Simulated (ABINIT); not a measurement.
Planning a run of ABINIT 10.8.3 on BaS (Fm-3m). The input:

```
acell 3*1.0 Angstrom
rprim 
  0.000000000000 3.193750000000 3.193750000000
  3.193750000000 0.000000000000 3.193750000000
  3.193750000000 3.193750000000 0.000000000000
ntypat 2
znucl 56 16
natom 2
typat 1 2
xred 
  0.000000000000 0.000000000000 0.000000000000
  0.500000000000 0.500000000000 0.500000000000
pp_dirpath "pseudos"
pseudos "Ba.upf, S.upf"
ecut 20
ngkpt 4 4 4
nshiftk 1
shiftk 0 0 0
kptopt 1
chksymbreak 0
istwfk *1
occopt 1
irdwfk 1
optdriver 3
nband 253
ecuteps 8
inclvkb 2
awtr 1
symchi 1
indata_prefix "in"
outdata_prefix "out"
tmpdata_prefix "tmp"
```

```sh
OMP_NUM_THREADS=1 mpirun -n 4 abinit run.abi > log
```

Question: How long will it take on 4 MPI ranks of Arm Neoverse V1, shared host, and how much memory?

It took 1.9 min; on shared hardware allow 57 s to 3.8 min. Peak host memory was 1.4 GiB.

[Paths, hosts, dates, memory and timing lines, banners, echoed tables and standing remarks are left out of the program output.]

[Logs are printed without paths, hosts, clocks, repeated set-up lines and the standing remarks that a program may print on its own settings, such as how far it seeks lower states.]

[Runs of the session that timed out or met a known fault of the program may be left out.]

[Hosts, paths, dates, database ids (printed as entryN), source tags and the programs' standing remarks are cut or masked in the printed files.]

[G0W0 gaps are taken among the corrected bands and points alone; a level outside them can change the order at an edge.]

[Where Ansatz stands beside ABINIT at settings called matched, ABINIT's density can come from a denser mesh and the files from another edition; pairs whose starting gaps differed by over 0.03 eV were left out, so agreement reads better than it is.]
